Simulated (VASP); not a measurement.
A run of VASP 6.6.1:

Contents of INCAR:

```
SYSTEM = Ag
ALGO     = Normal         ! electronic algorithm
EDIFF    = 1E-7           ! SCF threshold, eV
ENCUT    = 520            ! plane-wave cutoff, eV
GGA      = PE             ! functional
ISIF     = 2              ! what is computed and relaxed
ISMEAR   = 0              ! smearing method
LASPH    = .TRUE.         ! aspherical terms in the spheres
LCHARG   = .TRUE.         ! write CHGCAR
LELF     = .TRUE.         ! ELF
LREAL    = .FALSE.        ! projectors in reciprocal space
LVACPOTAV= .TRUE.       
LVHAR    = .TRUE.       
LWAVE    = .FALSE.        ! write WAVECAR
NELM     = 60             ! most SCF steps
PREC     = Accurate       ! precision mode
SIGMA    = 0.1            ! smearing width, eV
```

Contents of KPOINTS:

```
k-points
0
G
  12 12 1
  0 0 0
```

The input POSCAR:

```
Ag
1.0
    2.8892383079      0.0000000000      0.0000000000
    1.4446191540      2.5021537723      0.0000000000
    0.0000000000      0.0000000000     28.1543191995
Ag
7
Direct
    0.0000000000      0.0000000000      0.2486297023
    0.3333333333      0.3333333333      0.3324198015
    0.6666666667      0.6666666667      0.4162099008
    0.0000000000      0.0000000000      0.5000000000
    0.3333333333      0.3333333333      0.5837900992
    0.6666666667      0.6666666667      0.6675801985
    0.0000000000      0.0000000000      0.7513702977
```

Potentials or basis: VASP PAW PBE potentials, release 64 (Ag).

Launch:

```sh
$ cat potpaw_PBE.64/Ag/POTCAR > POTCAR
$ mpirun -np 1 vasp_std > vasp.out
```

Hardware: 1 thread of Intel(R) Xeon(R) Platinum 8259CL CPU @ 2.50GHz (Skylake/Cascade Lake) (shared host).

Estimate the wall time of this run.

Run time: 5.4 min on 1 thread of Intel(R) Xeon(R) Platinum 8259CL CPU @ 2.50GHz (Skylake/Cascade Lake) (shared host), peak memory 0.39 GiB. Counts: scf iterations 21, k points 19.
